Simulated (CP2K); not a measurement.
MgS (Niningerite):

```
S Mg
1.0
     3.67929    0.00000    0.00000
     1.83964    3.18636    0.00000
     1.83964    1.06212    3.00413
S Mg
1 1
Direct
  0.50000 0.50000 0.50000
  0.00000 0.00000 0.00000
```

Base run:

| Item | Value |
| --- | --- |
| Program | CP2K 2026.2 |
| Functional | RPBE |
| Dispersion | D3(BJ) |
| Potentials or basis | POTENTIAL_UZH S GTH-PBE-q6, Mg GTH-PBE-q10; TZVP-MOLOPT-PBE-GTH basis |
| Density cutoff | 19048 eV |
| k mesh | 9 × 9 × 9 |
| Occupations | gaussian, width 0.1 eV |
| Spin | no spin polarisation |

Its results: band gap on the k mesh 3.03 eV, indirect (least direct gap 3.81 eV); pressure -12.0 GPa.

Q: The run is repeated on the same cell with these changes: dispersion from D3(BJ) to none. What comes out?

A: Band gap on the k mesh 3.03 eV, indirect (least direct gap 3.81 eV); pressure 4.6 GPa.

Dispersion adds attraction, which lowers the pressure at fixed volume and, as a term added to the energy, leaves the levels alone.

Caveats: the potentials were made for another functional, which shifts forces and pressure; the basis of atomic orbitals isn't converged, which shifts pressures, moduli and gaps; the mesh misses the band edges, which the band path finds closer together (some runs); an odd mesh through Γ misses points on the zone boundary, where band edges often lie (some runs).
